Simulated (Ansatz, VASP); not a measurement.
# W in VASP and in Ansatz

```xyz
1
Lattice="-1.5702 1.5702 1.5702 1.5702 -1.5702 1.5702 1.5702 1.5702 -1.5702" Properties=species:S:1:pos:R:3 pbc="T T T"
W     0.0000    0.0000    0.0000
```

Change from the starting cell: volume scaled by 0.95.

Alike in both runs: task single point; functional PBE; k mesh 14 × 14 × 14; occupations fermi-dirac, width 0.03 eV; no spin polarisation.

```csv
,VASP,Ansatz
version,VASP 6.6.1,Ansatz 0.2.0
potentials or method,"VASP PAW PBE potentials, release 64 (W_sv), cutoff 520 eV","all-electron LAPW, scalar-relativistic"
```

```tsv
	VASP	Ansatz	Ansatz less VASP
pressure (GPa)	14.7	14.0	-0.66
```

Ansatz ran all-electron here, so the differences hold the error of VASP's frozen core and of both bases.

Spin-orbit coupling is left out, which matters for the levels of W.
